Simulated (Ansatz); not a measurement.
A run of Ansatz 0.2.0 is set up as follows.

The input input.yaml:

```yaml
crystal:
  lattice:
    - [4.503694, 0.0, 0.0]
    - [0.0, 4.503694, 0.0]
    - [0.0, 0.0, 4.503694]
  atoms:
    - { symbol: Ni, position: [0.149504, 0.149504, 0.149504], spin: 1.0 }
    - { symbol: Ni, position: [0.649504, 0.350496, 0.850496], spin: 1.0 }
    - { symbol: Ni, position: [0.850496, 0.649504, 0.350496], spin: 1.0 }
    - { symbol: Ni, position: [0.350496, 0.850496, 0.649504], spin: 1.0 }
    - { symbol: Si, position: [0.84683, 0.84683, 0.84683] }
    - { symbol: Si, position: [0.34683, 0.65317, 0.15317] }
    - { symbol: Si, position: [0.15317, 0.34683, 0.65317] }
    - { symbol: Si, position: [0.65317, 0.15317, 0.34683] }
hamiltonian:
  xc: r2scan
  pseudopotentials: { kind: paw }
magnetization:
  spin_polarized: true
kpoints:
  mp_grid: { grid: [6, 6, 6] }
scf:
  occupations: { method: fermi_dirac, width: 0.05 }
output:
  forces: true
  stress: true
  eigenvalues: true
relax:
  f_tol: 0.01
  max_steps: 40
  cell: { stress_tol: 0.05 }
```

Potentials or basis: Ansatz PAW.

Launch:

```sh
$ ansatz run input.yaml --threads 4 --pin off --max-ram 11264MiB --backend cpu --events-out ev --progress --plain --runs-dir out
```

Question: Predict the space group after relaxing (to 0.05 Å).

Answer: P2_13 (No. 198).

Question: Predict the absolute moment.

Answer: 0.00 μB per cell.

Step by step:
```tsv
step	energy change (eV)	largest force (eV/Å)	volume (Å³)
1	0.0000	0.0568	91.35
2	-0.0327	0.0413	89.98
3	-0.0410	0.0173	88.91
4	-0.0411	0.0016	88.98
5	-0.0396	0.0016	88.98
```

Caveat: the magnetic or orbital state may not be the lowest; the plane-wave basis is chosen anew once the cell has moved, so the energies of steps on either side of that aren't comparable; the PAW data sets come from PBE, with cores solved anew for the run's functional, which leaves a small shift of forces and pressure; the starting moments weren't kept.
